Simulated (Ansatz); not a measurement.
Input of an Ansatz 0.2.0 run:

The input input.yaml:

```yaml
crystal:
  lattice:
    - [4.9976023358, 0.0, 0.0]
    - [-2.4988011679, 4.3280505808, 0.0]
    - [0.0, 0.0, 4.11576135]
  atoms:
    - { symbol: Ge, position: [0.6666666667, 0.3333333333, 0.5] }
    - { symbol: Ge, position: [0.3333333333, 0.6666666667, 0.5] }
    - { symbol: Ge, position: [0.0, 0.0, 0.0] }
    - { symbol: Fe, position: [0.0, 0.5, 0.0], spin: 3.0, spin_axis: [2.121, 2.121, 0.0] }
    - { symbol: Fe, position: [0.5, 0.5, 0.0], spin: 3.0, spin_axis: [2.121, 2.121, 0.0] }
    - { symbol: Fe, position: [0.5, 0.0, 0.0], spin: 3.0, spin_axis: [2.121, 2.121, 0.0] }
hamiltonian:
  xc: pbesol
  pseudopotentials: { kind: paw_fr }
magnetization:
  noncollinear: true
  spin_orbit: true
kpoints:
  mp_grid: { grid: [6, 6, 7] }
  band_path:
    path:
      - [[0.0, 0.0, 0.0], [0.5, 0.0, 0.0], [0.3333333333, 0.3333333333, 0.0], [0.0, 0.0, 0.0], [0.0, 0.0, 0.5], [0.5, 0.0, 0.5], [0.3333333333, 0.3333333333, 0.5], [0.0, 0.0, 0.5]]
      - [[0.5, 0.0, 0.5], [0.5, 0.0, 0.0]]
      - [[0.3333333333, 0.3333333333, 0.0], [0.3333333333, 0.3333333333, 0.5]]
    npoints: 14
scf:
  occupations: { method: fermi_dirac, width: 0.05 }
  n_extra_bands: 15
output:
  forces: true
  stress: true
  eigenvalues: true
  fatbands: false
```

Potentials or basis: Ansatz PAW.

Command:

```console
$ ansatz run input.yaml --threads 2 --pin off --max-ram 5632MiB --backend cpu --events-out ev --progress --plain --runs-dir out
```

Q: Estimate the pressure.

A: -10.2 GPa.

Q: Predict the net moment.

A: 4.25 μB per cell.

Q: Estimate the band gap on the k mesh.

A: None (metal or under the smearing width).

Levels at the corners of the path, in eV from the Fermi level:
```tsv
point	band 86	band 87	band 88	band 89	band 90	band 91	band 92	band 93	band 94	band 95
Γ	-1.21	-1.21	-0.25	0.20	0.25	0.26	0.41	0.53	0.54	0.99
M	-0.77	-0.38	-0.33	0.23	0.44	0.45	0.50	0.88	1.37	1.38
K	-0.90	-0.50	-0.50	0.18	0.56	0.71	0.79	0.79	1.38	1.38
Γ	-1.21	-1.21	-0.25	0.20	0.25	0.26	0.41	0.53	0.54	0.99
A	-1.37	-1.29	-1.28	-1.28	-0.51	-0.51	-0.49	-0.42	-0.14	0.20
L	-1.19	-1.03	-0.93	-0.93	-0.90	-0.53	-0.39	-0.02	0.05	0.24
H	-1.21	-1.21	-1.00	-0.54	-0.54	-0.53	-0.23	-0.21	0.02	0.02
A	-1.37	-1.29	-1.28	-1.28	-0.51	-0.51	-0.49	-0.42	-0.14	0.20
L	-1.19	-1.03	-0.93	-0.93	-0.90	-0.53	-0.39	-0.02	0.05	0.24
M	-0.77	-0.38	-0.33	0.23	0.44	0.45	0.50	0.88	1.37	1.38
K	-0.90	-0.50	-0.50	0.18	0.56	0.71	0.79	0.79	1.38	1.38
H	-1.21	-1.21	-1.00	-0.54	-0.54	-0.53	-0.23	-0.21	0.02	0.02
```

Caveat: the PAW data sets come from PBE, with cores solved anew for the run's functional, which leaves a small shift of forces and pressure; the thresholds are loose for stress.
